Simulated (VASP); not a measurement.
# Ir (P6_3/mmc) in VASP: further runs

One crystal, Ir, is run at these levels: SCAN, TPSS; tasks: band structure.

All numbers are computed with VASP 6.6.1; they aren't measurements. Logs are shortened: lines on timing, memory, paths and dates and some standing lists are left out, and cuts for length are marked.

### 1 The structure

The structure is hexagonal, space group P6_3/mmc (No. 194). Conventional cell: a = 2.751 Å, b = 2.751 Å, c = 4.462 Å, α = 90.00°, β = 90.00°, γ = 120.00°. Around Ir (site symmetry -6m2) lie 12 Ir at 2.74 to 2.75 Å.

This isn't the form of Ir at room conditions, which is fcc.

### 2 Band structure, SCAN

Contents of INCAR:

```
SYSTEM = Ir
PREC = Accurate
ENCUT = 520
EDIFF = 1E-6
ISMEAR = -1
SIGMA = 0.05
LREAL = .FALSE.
LASPH = .TRUE.
NELM = 100
ALGO = Normal
ISIF = 2
LWAVE = .FALSE.
LCHARG = .FALSE.
LMAXMIX = 4
METAGGA = SCAN
LMIXTAU = .TRUE.
NBANDS = 16
```

Contents of KPOINTS:

```
Automatic mesh
0
G
  11 11 6
  0 0 0
```

Contents of POSCAR:

```
Ir
1.0
    2.7513778946      0.0000000000      0.0000000000
   -1.3756889473      2.3827631521      0.0000000000
    0.0000000000      0.0000000000      4.4622900000
Ir
2
Direct
    0.3333333333      0.6666666667      0.2500000000
    0.6666666667      0.3333333333      0.7500000000
```

Contents of KPOINTS_OPT:

```
path GMKGALHA,LM,KH
10
line-mode
reciprocal
 0.0000000000  0.0000000000  0.0000000000  G
 0.5000000000  0.0000000000  0.0000000000  M

 0.5000000000  0.0000000000  0.0000000000  M
 0.3333333333  0.3333333333  0.0000000000  K

 0.3333333333  0.3333333333  0.0000000000  K
 0.0000000000  0.0000000000  0.0000000000  G

 0.0000000000  0.0000000000  0.0000000000  G
 0.0000000000  0.0000000000  0.5000000000  A

 0.0000000000  0.0000000000  0.5000000000  A
 0.5000000000  0.0000000000  0.5000000000  L

 0.5000000000  0.0000000000  0.5000000000  L
 0.3333333333  0.3333333333  0.5000000000  H

 0.3333333333  0.3333333333  0.5000000000  H
 0.0000000000  0.0000000000  0.5000000000  A

 0.5000000000  0.0000000000  0.5000000000  L
 0.5000000000  0.0000000000  0.0000000000  M

 0.3333333333  0.3333333333  0.0000000000  K
 0.3333333333  0.3333333333  0.5000000000  H
```

Potentials or basis: VASP PAW PBE potentials, release 64 (Ir).

Started as:

```
> cat potpaw_PBE.64/Ir/POTCAR > POTCAR
> mpirun -np 1 vasp_std > vasp.out
```

OUTCAR:

```text
SYSTEM = Ir
   PREC = Accurate
   ENCUT = 520
   EDIFF = 1E-6
   ISMEAR = -1
   LREAL = .FALSE.
   LASPH = .TRUE.
   NELM = 100
   ISIF = 2
   METAGGA = SCAN

 ion  position               nearest neighbor table
   1  0.333  0.667  0.250-   2 2.74   2 2.74   2 2.74   2 2.74   2 2.74   2 2.74
   2  0.667  0.333  0.750-   1 2.74   1 2.74   1 2.74   1 2.74   1 2.74   1 2.74

  LATTYP: Found a hexagonal cell.
 ALAT       =     2.7513778946
 C/A-ratio  =     1.6218382828

  Lattice vectors:

 A1 = (   2.7513778946,   0.0000000000,   0.0000000000)
 A2 = (  -1.3756889473,   2.3827631521,   0.0000000000)
 A3 = (   0.0000000000,   0.0000000000,   4.4622900000)

Analysis of symmetry for initial positions (statically):
=====================================================================
 Subroutine PRICEL returns:
 Original cell was already a primitive cell.

 Routine SETGRP: Setting up the symmetry group for a
 hexagonal supercell.

 Subroutine GETGRP returns: Found 24 space group operations
 (whereof 12 operations were pure point group operations)
 out of a pool of 24 trial point group operations.

The static configuration has the point symmetry D_3d.
 The point group associated with its full space group is D_6h.

Analysis of symmetry for dynamics (positions and initial velocities):
=====================================================================
 Subroutine PRICEL returns:
 Original cell was already a primitive cell.

 Routine SETGRP: Setting up the symmetry group for a
 hexagonal supercell.

 Subroutine GETGRP returns: Found 24 space group operations
 (whereof 12 operations were pure point group operations)
 out of a pool of 24 trial point group operations.

The dynamic configuration has the point symmetry D_3d.
 The point group associated with its full space group is D_6h.

 Subroutine INISYM returns: Found 24 space group operations
 (whereof 12 operations are pure point group operations),
 and found     1 'primitive' translations

----------------------------------------------------------------------------------------

                                     Primitive cell

  volume of cell :      29.2542

  direct lattice vectors                    reciprocal lattice vectors
     2.751377895  0.000000000  0.000000000     0.363454254  0.209840411  0.000000000
    -1.375688947  2.382763152  0.000000000     0.000000000  0.419680823  0.000000000
[... 69 lines left out ...]
   total plane-waves  NPLWV =  14400
   dimension x,y,z NGX =    20 NGY =   20 NGZ =   36
   dimension x,y,z NGXF=    40 NGYF=   40 NGZF=   72
   ions per type =               2
   NGX,Y,Z   is equivalent  to a cutoff of  12.08, 12.08, 13.41 a.u.
   NGXF,Y,Z  is equivalent  to a cutoff of  24.17, 24.17, 26.82 a.u.
 SYSTEM =  Ir
   PREC   = accura    normal or accurate (medium, high low for compatibility)
   ISTART =      0    job   : 0-new  1-cont  2-samecut
   ICHARG =      2    charge: 1-file 2-atom 10-const
   ISPIN  =      1    spin polarized calculation?
   LNONCOLLINEAR =      F non collinear calculations
   LSORBIT =      F    spin-orbit coupling
   LASPH  =      T    aspherical Exc in radial PAW
   ENCUT  =  520.0 eV  38.22 Ry    6.18 a.u.   5.12  5.12  8.30*2*pi/ulx,y,z
   NELM   =    100;   NELMIN=  2; NELMDL= -5     # of ELM steps
   EDIFF  = 0.1E-05   stopping-criterion for ELM
[... 8 lines left out ...]
   TEBEG  =    0.0;   TEEND  =   0.0 temperature during run
   PSTRESS=    0.0 pullay stress
   NELECT =      18.0000    total number of electrons
   NUPDOWN=      -1.0000    fix difference up-down
   EMIN   =  10.00;   EMAX   =-10.00  energy-range for DOS
   EFERMI =   0.00;   METHOD = LEGACY
   ISMEAR =    -1;   SIGMA  =   0.05  broadening in eV -4-tet -1-fermi 0-gaus
   EFERMI_NEDOS =   21; number of points for ismear=-14 and -15
   IALGO  =     38    algorithm
   IMIX   =      4    mixing-type and parameters
     AMIX     =   0.40;   BMIX     =  1.00
     AMIX_MAG =   1.60;   BMIX_MAG =  1.00
  volume/ion in A,a.u.               =      14.63        98.71
  Fermi-wavevector in a.u.,A,eV,Ry     =   1.392417  2.631287 26.379323  1.938826
  Thomas-Fermi vector in A             =   2.516162
   LORBIT       =      0    0 simple, 1 ext, 2 COOP (PROOUT), +10 PAW based schemes
   METAGGA = SCAN    functional components
   LHFCALC =     F    Hartree Fock is set to
   AEXX    =    0.0000 exact exchange contribution
   IVDW    =     0    specifies the selected vdW correction
   LEPSILON=     F    determine dielectric tensor
   LRPA    =     F    only Hartree local field effects (RPA)
 non-spin polarized calculation
  energy-cutoff  :      520.00
  volume of cell :       29.25
 maximum number of plane-waves:       796
   NGX = 11   NGY = 11   NGZ = 17

 number of electron      18.0000000 magnetization

 Free energy of the ion-electron system (eV)
  ---------------------------------------------------
  ext. energy  EPLUGINS =         0.00000000
  ---------------------------------------------------
  free energy    TOTEN  =      -142.19680735 eV

  energy without entropy =     -142.17340838  energy(sigma->0) =     -142.18510786

 E-fermi :   9.5529     XC(G=0): -14.8713

 val. band max:        9.5471113505   @ k =   0.2727   0.1818   0.1667
 cond. band min:       9.5548469207   @ k =   0.3636   0.1818   0.1667
 fundamental gap:      0.0077355703
 Fermi energy:         9.5528767798

 k-point     1 :       0.0000    0.0000    0.0000
  band No.  band energies     occupation
      1      -2.4837      2.00000
      2       1.0106      2.00000
      3       5.5408      2.00000
      4       5.6713      2.00000
      5       5.6713      2.00000
      6       6.3225      2.00000
[... 433 lines left out ...]
      3       4.1004      2.00000
      4       4.3337      2.00000
      5       5.3402      2.00000
      6       5.9660      2.00000
[... 8 lines left out ...]
     15      25.2256      0.00000
     16      27.0558      0.00000

 [... further k-points ...]
[... 5 lines left out ...]
  --------------------------------------------------------------------------------------
  -------------------------------------------------------------------------------------
  Total       -4.1025010     -4.1025010     -4.1209736      0.0000000      0.0000000      0.0000000
  in kB     -224.6830813   -224.6830813   -225.6947740      0.0000000      0.0000000      0.0000000
  external PRESSURE =    -225.0203122 kB  Pullay stress =       0.0000000 kB

 VOLUME and BASIS-vectors are now :
 -----------------------------------------------------------------------------
  energy-cutoff  :      520.00
  volume of cell :       29.25
      direct lattice vectors                 reciprocal lattice vectors
     2.751377895  0.000000000  0.000000000     0.363454254  0.209840411  0.000000000
    -1.375688947  2.382763152  0.000000000     0.000000000  0.419680823  0.000000000
     0.000000000  0.000000000  4.462290000     0.000000000  0.000000000  0.224100182

 POSITION                                       TOTAL-FORCE (eV/Angst)
 -----------------------------------------------------------------------------------
     -0.00000      1.58851      1.11557        -0.000000      0.000000      0.000000
      1.37569      0.79425      3.34672         0.000000     -0.000000      0.000000
 -----------------------------------------------------------------------------------
    total drift:                                0.000000     -0.000000     -0.000000

  FREE ENERGIE OF THE ION-ELECTRON SYSTEM (eV)
  ---------------------------------------------------
  free  energy   TOTEN  =      -142.1968073517 eV

  energy  without entropy=     -142.1734083766  energy(sigma->0) =     -142.18510786
```

stdout:

```text
POSCAR found type information on POSCAR Ir
 POSCAR found :  1 types and       2 ions
 scaLAPACK will be used
 -----------------------------------------------------------------------------
|                                                                             |
|                                                                             |
|     You enforced a specific xc type in the INCAR file but a different       |
|     I HOPE YOU KNOW WHAT YOU ARE DOING!                                     |
|                                                                             |
 -----------------------------------------------------------------------------

 LDA part: xc-table for (None), standard interpolation
 POSCAR, INCAR and KPOINTS ok, starting setup
 FFT: planning ... GRIDC
 FFT: planning ... GRID_SOFT
 FFT: planning ... GRID
 WAVECAR not read
 entering main loop
 Start KPOINTS_OPT (optional k-point list driver)
k-point batch [1-64\90]
k-point batch [65-90\90]
```

It took 2.6 min on 1 thread of Intel Xeon Platinum 8488C (Sapphire Rapids), shared host; peak memory 0.17 GiB.

What came out:

- Free energy: -142.1968 eV
- Pressure: -22.5 GPa
- Band gap along the path: none (metal or under the smearing width)

Stress tensor (GPa, compression positive):
```
-22.47   0.00   0.00
  0.00 -22.47   0.00
  0.00   0.00 -22.57
```

Levels at the corners of the path, in eV from the Fermi level:
```tsv
point	band 5	band 6	band 7	band 8	band 9	band 10	band 11	band 12
Γ	-3.88	-3.23	-3.23	-2.42	-2.42	-0.98	0.31	0.31
M	-3.67	-3.67	-3.09	0.78	1.02	1.21	2.96	4.27
M	-3.67	-3.67	-3.09	0.78	1.02	1.21	2.96	4.27
K	-4.33	-4.33	-2.50	-0.01	-0.01	0.35	4.10	4.10
K	-4.33	-4.33	-2.50	-0.01	-0.01	0.35	4.10	4.10
Γ	-3.88	-3.23	-3.23	-2.42	-2.42	-0.98	0.31	0.31
Γ	-3.88	-3.23	-3.23	-2.42	-2.42	-0.98	0.31	0.31
A	-4.01	-4.01	-4.01	-4.01	-0.47	-0.47	-0.47	-0.47
A	-4.01	-4.01	-4.01	-4.01	-0.47	-0.47	-0.47	-0.47
L	-2.17	-2.17	-1.12	-1.12	1.04	1.04	1.96	1.96
L	-2.17	-2.17	-1.12	-1.12	1.04	1.04	1.96	1.96
H	-4.31	-4.31	-2.44	-2.44	0.33	0.33	7.11	7.11
H	-4.31	-4.31	-2.44	-2.44	0.33	0.33	7.11	7.11
A	-4.01	-4.01	-4.01	-4.01	-0.47	-0.47	-0.47	-0.47
L	-2.17	-2.17	-1.12	-1.12	1.04	1.04	1.96	1.96
M	-3.67	-3.67	-3.09	0.78	1.02	1.21	2.96	4.27
K	-4.33	-4.33	-2.50	-0.01	-0.01	0.35	4.10	4.10
H	-4.31	-4.31	-2.44	-2.44	0.33	0.33	7.11	7.11
```

Caveat: the PAW data sets were made with another functional, which shifts forces and pressure a little; spin-orbit coupling is left out, which moves the levels of the heavy elements.

### 3 Band structure, TPSS

INCAR, as its differences from that of step 2:

```diff
@@ -14,3 +14,3 @@
 LMAXMIX = 4
-METAGGA = SCAN
+METAGGA = TPSS
 LMIXTAU = .TRUE.
```

KPOINTS is that of step 2.

POSCAR is that of step 2.

KPOINTS_OPT is that of step 2.

Potentials or basis: VASP PAW PBE potentials, release 64 (Ir).

Started as:

```
> cat potpaw_PBE.64/Ir/POTCAR > POTCAR
> mpirun -np 1 vasp_std > vasp.out
```

Wall time 1.9 min (1 thread of Intel Xeon Platinum 8488C (Sapphire Rapids), shared host); peak memory 0.18 GiB.

It converged, with:

```yaml
Free_energy: -19.0417 eV
Pressure: -5.4 GPa
Band_gap_along_the_path: none (metal or under the smearing width)
```

Levels at the corners of the path, in eV from the Fermi level:
```
point  band 6  band 7  band 8  band 9  band 10  band 11
    Γ   -3.02   -3.02   -2.27   -2.27    -0.72     0.26
    M   -3.29   -2.83    0.69    0.92     1.08     2.87
    M   -3.29   -2.83    0.69    0.92     1.08     2.87
    K   -4.04   -2.29   -0.03   -0.03     0.29     4.53
    K   -4.04   -2.29   -0.03   -0.03     0.29     4.53
    Γ   -3.02   -3.02   -2.27   -2.27    -0.72     0.26
    Γ   -3.02   -3.02   -2.27   -2.27    -0.72     0.26
    A   -3.77   -3.77   -3.77   -0.45    -0.45    -0.45
    A   -3.77   -3.77   -3.77   -0.45    -0.45    -0.45
    L   -2.03   -0.88   -0.88    0.92     0.92     2.00
    L   -2.03   -0.88   -0.88    0.92     0.92     2.00
    H   -3.96   -2.28   -2.28    0.31     0.31     7.00
    H   -3.96   -2.28   -2.28    0.31     0.31     7.00
    A   -3.77   -3.77   -3.77   -0.45    -0.45    -0.45
    L   -2.03   -0.88   -0.88    0.92     0.92     2.00
    M   -3.29   -2.83    0.69    0.92     1.08     2.87
    K   -4.04   -2.29   -0.03   -0.03     0.29     4.53
    H   -3.96   -2.28   -2.28    0.31     0.31     7.00
```

Caveat: the PAW data sets were made with another functional, which shifts forces and pressure a little; spin-orbit coupling is left out, which moves the levels of the heavy elements.

### 4 The reference run

An earlier run on the cell as given: functional PBEsol; potentials or basis VASP PAW PBE potentials, release 64 (Ir); cutoff 520 eV; k mesh 11 × 11 × 6; occupations fermi-dirac, width 0.05 eV; no spin polarisation.

* Pressure: -11.6 GPa
* Band gap on the k mesh: none (metal or under the smearing width)

### 5 Summary

```tsv
task	level	ladder	pressure (GPa)
band structure	SCAN	-	-22.5
band structure	TPSS	-	-5.4
single point	PBEsol	free	-11.6
```

Alike in all rows: potentials or basis VASP PAW PBE potentials, release 64 (Ir); no spin polarisation; cell as given; k mesh 11 × 11 × 6; cutoff (eV) 520; smearing fermi-dirac 0.05 eV.

The pressure there spans -22.5 GPa (SCAN) to -5.4 GPa (TPSS); a positive pressure means that this level wants a larger cell, a negative one a smaller.

Caveats: the PAW data sets were made with another functional, which shifts forces and pressure a little; spin-orbit coupling is left out, which moves the levels of the heavy elements (some runs).

Absolute energies hang on the potentials; compare differences alone.
